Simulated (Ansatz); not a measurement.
An elastic constant from a strain scan in ZnS

Theory: DFT r2SCAN, scalar-relativistic, plane waves, PAW in Ansatz 0.2.0. Cutoff 500 eV, Γ-centred 6×6×2 k-points, Gaussian smearing of 0.05 eV. No spin polarisation. Energies are free energies at this smearing, counted from the undisturbed cell; pressure is positive in compression.

Reference structure (relaxed at this level):

```
Zn S
1.0
     3.80874    0.00000    0.00000
    -1.90437    3.29846    0.00000
     0.00000    0.00000   12.46647
Zn S
4 4
Direct
  0.00000 0.00000 0.00011
  0.00000 0.00000 0.50011
  0.33333 0.66667 0.25007
  0.66667 0.33333 0.75007
  0.00000 0.00000 0.18724
  0.00000 0.00000 0.68724
  0.33333 0.66667 0.43758
  0.66667 0.33333 0.93758
```

The cell is strained by ε times the Voigt pattern (1, 0, 0, 0, 0, 0) (xx, yy, zz, yz, xz, xy; engineering shear) with fractional coordinates fixed. The cell holds 8 atoms in V0 = 156.62 Å³. The stress column is τ = (1/V0) dE/dε, got from the stress tensor σ (compression positive) at each point as −det(1 + εP) σ : P(1 + εP)⁻¹, with P the pattern as a tensor.

| ε | ΔE (meV/atom) | τ (GPa) |
| --- | --- | --- |
| -0.0400 | 17.265 | -7.454 |
| -0.0300 | 9.445 | -5.368 |
| -0.0200 | 4.082 | -3.436 |
| -0.0100 | 0.989 | -1.648 |
| 0.0000 | 0.000 | 0.004 |
| 0.0100 | 0.948 | 1.527 |
| 0.0200 | 3.682 | 2.929 |
| 0.0300 | 8.061 | 4.219 |
| 0.0350 | 10.825 | 4.823 |
| 0.0400 | ? | ? |

Which combination of elastic constants does this scan measure, and how large is it?

For small ε, τ = τ0 + Kε with K = pᵀCp, which for this pattern is C11 in the Cartesian frame shown. The parabola through τ at ε = -0.0100, 0 and 0.0100 has slope K = 159 GPa at zero. The energies per cell, E = NΔE, of the same two points give K = 2[E(ε₊)/ε₊ − E(ε₋)/ε₋]/[(ε₊ − ε₋)V0] = 159 GPa, in agreement. These are clamped-ion values.

Predict the withheld row at ε = 0.0400 from the harmonic law, and compare.

ΔE = V0(τ0 ε + Kε²/2)/N = 15.533 meV/atom and τ = 6.35 GPa. The calculation gives 13.946 meV/atom and 5.40 GPa: the energy lies 10 % below the harmonic value, as bonds soften when stretched.

Forces appear on the atoms along this scan, and letting them relax would lower the energy and soften the response.